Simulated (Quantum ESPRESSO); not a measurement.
Input of a Quantum ESPRESSO 7.5 run:

pw.in

```
&CONTROL
  calculation = 'scf'
  prefix = 'pwscf'
  outdir = './tmp'
  pseudo_dir = './pseudo'
  tprnfor = .true.
  tstress = .true.
  disk_io = 'low'
/
&SYSTEM
  ibrav = 0
  celldm(1) = 8
  nat = 4
  ntyp = 2
  ecutwfc = 54
  ecutrho = 324
  nbnd = 26
  occupations = 'smearing'
  smearing = 'fd'
  degauss = 0.00367493
/
&ELECTRONS
  conv_thr = 8d-10
  electron_maxstep = 120
  mixing_beta = 0.5
/
ATOMIC_SPECIES
Zn    65.3800 Zn.LDA_PW-JTH.UPF
S     32.0600 S.LDA_PW-JTH.UPF
CELL_PARAMETERS alat
  0.9002182826186   0.0000000000000   0.0000000000000
 -0.4501091413093   0.7796119016936   0.0000000000000
  0.0000000000000   0.0000000000000   1.4725690826146
ATOMIC_POSITIONS crystal
Zn     0.6663970000    0.3315460000    0.5002410000
Zn     0.3325680000    0.6880830000    0.0055960000
S      0.6813350000    0.3426400000    0.8798910000
S      0.3236270000    0.6665860000    0.3899440000
K_POINTS automatic
5 5 3 0 0 0
```

Contents of scf2.in:

```
&CONTROL
  calculation = 'scf'
  prefix = 'pwscf'
  outdir = './tmp'
  pseudo_dir = './pseudo'
  tprnfor = .true.
  tstress = .true.
  disk_io = 'low'
/
&SYSTEM
  ibrav = 0
  celldm(1) = 8
  nat = 4
  ntyp = 2
  ecutwfc = 54
  ecutrho = 324
  nbnd = 26
  occupations = 'fixed'
/
&ELECTRONS
  conv_thr = 1d-11
  electron_maxstep = 120
  mixing_beta = 0.5
  startingpot = 'file'
  startingwfc = 'file'
/
ATOMIC_SPECIES
Zn    65.3800 Zn.LDA_PW-JTH.UPF
S     32.0600 S.LDA_PW-JTH.UPF
CELL_PARAMETERS alat
  0.9002182826186   0.0000000000000   0.0000000000000
 -0.4501091413093   0.7796119016936   0.0000000000000
  0.0000000000000   0.0000000000000   1.4725690826146
ATOMIC_POSITIONS crystal
Zn     0.6663970000    0.3315460000    0.5002410000
Zn     0.3325680000    0.6880830000    0.0055960000
S      0.6813350000    0.3426400000    0.8798910000
S      0.3236270000    0.6665860000    0.3899440000
K_POINTS automatic
5 5 3 0 0 0
```

The input berry1.in:

```
&CONTROL
  calculation = 'nscf'
  prefix = 'pwscf'
  outdir = './tmp'
  pseudo_dir = './pseudo'
  disk_io = 'low'
  lberry = .true.
  gdir = 1
  nppstr = 10
/
&SYSTEM
  ibrav = 0
  celldm(1) = 8
  nat = 4
  ntyp = 2
  ecutwfc = 54
  ecutrho = 324
  occupations = 'fixed'
  nosym = .true.
/
&ELECTRONS
  conv_thr = 1d-09
  electron_maxstep = 120
  mixing_beta = 0.5
  diago_david_ndim = 4
  startingwfc = 'random'
/
ATOMIC_SPECIES
Zn    65.3800 Zn.LDA_PW-JTH.UPF
S     32.0600 S.LDA_PW-JTH.UPF
CELL_PARAMETERS alat
  0.9002182826186   0.0000000000000   0.0000000000000
 -0.4501091413093   0.7796119016936   0.0000000000000
  0.0000000000000   0.0000000000000   1.4725690826146
ATOMIC_POSITIONS crystal
Zn     0.6663970000    0.3315460000    0.5002410000
Zn     0.3325680000    0.6880830000    0.0055960000
S      0.6813350000    0.3426400000    0.8798910000
S      0.3236270000    0.6665860000    0.3899440000
K_POINTS automatic
10 5 3 0 0 0
```

The input berry2.in:

```
&CONTROL
  calculation = 'nscf'
  prefix = 'pwscf'
  outdir = './tmp'
  pseudo_dir = './pseudo'
  disk_io = 'low'
  lberry = .true.
  gdir = 2
  nppstr = 10
/
&SYSTEM
  ibrav = 0
  celldm(1) = 8
  nat = 4
  ntyp = 2
  ecutwfc = 54
  ecutrho = 324
  occupations = 'fixed'
  nosym = .true.
/
&ELECTRONS
  conv_thr = 1d-09
  electron_maxstep = 120
  mixing_beta = 0.5
  diago_david_ndim = 4
  startingwfc = 'random'
/
ATOMIC_SPECIES
Zn    65.3800 Zn.LDA_PW-JTH.UPF
S     32.0600 S.LDA_PW-JTH.UPF
CELL_PARAMETERS alat
  0.9002182826186   0.0000000000000   0.0000000000000
 -0.4501091413093   0.7796119016936   0.0000000000000
  0.0000000000000   0.0000000000000   1.4725690826146
ATOMIC_POSITIONS crystal
Zn     0.6663970000    0.3315460000    0.5002410000
Zn     0.3325680000    0.6880830000    0.0055960000
S      0.6813350000    0.3426400000    0.8798910000
S      0.3236270000    0.6665860000    0.3899440000
K_POINTS automatic
5 10 3 0 0 0
```

The input berry3.in:

```
&CONTROL
  calculation = 'nscf'
  prefix = 'pwscf'
  outdir = './tmp'
  pseudo_dir = './pseudo'
  disk_io = 'low'
  lberry = .true.
  gdir = 3
  nppstr = 8
/
&SYSTEM
  ibrav = 0
  celldm(1) = 8
  nat = 4
  ntyp = 2
  ecutwfc = 54
  ecutrho = 324
  occupations = 'fixed'
  nosym = .true.
/
&ELECTRONS
  conv_thr = 1d-09
  electron_maxstep = 120
  mixing_beta = 0.5
  diago_david_ndim = 4
  startingwfc = 'random'
/
ATOMIC_SPECIES
Zn    65.3800 Zn.LDA_PW-JTH.UPF
S     32.0600 S.LDA_PW-JTH.UPF
CELL_PARAMETERS alat
  0.9002182826186   0.0000000000000   0.0000000000000
 -0.4501091413093   0.7796119016936   0.0000000000000
  0.0000000000000   0.0000000000000   1.4725690826146
ATOMIC_POSITIONS crystal
Zn     0.6663970000    0.3315460000    0.5002410000
Zn     0.3325680000    0.6880830000    0.0055960000
S      0.6813350000    0.3426400000    0.8798910000
S      0.3236270000    0.6665860000    0.3899440000
K_POINTS automatic
5 5 8 0 0 0
```

Potentials or basis: JTH 2.0 LDA.

Command:

```console
$ OMP_NUM_THREADS=1 pw.x -in pw.in > pw.out
$ OMP_NUM_THREADS=1 pw.x -in scf2.in > scf2.out
$ OMP_NUM_THREADS=1 pw.x -in berry1.in > berry1.out
$ OMP_NUM_THREADS=1 pw.x -in berry2.in > berry2.out
$ OMP_NUM_THREADS=1 pw.x -in berry3.in > berry3.out
```

What does it give for the band gap on the k mesh?

1.92 eV, direct.

Predict the largest force.

0.623 eV/Å.

Predict the pressure.

-3.9 GPa.

Forces on the atoms (eV/Å):
```
Zn  -0.223  0.021  0.328
Zn   0.372 -0.184  0.153
S   -0.428  0.131  0.076
S    0.279  0.032 -0.556
```
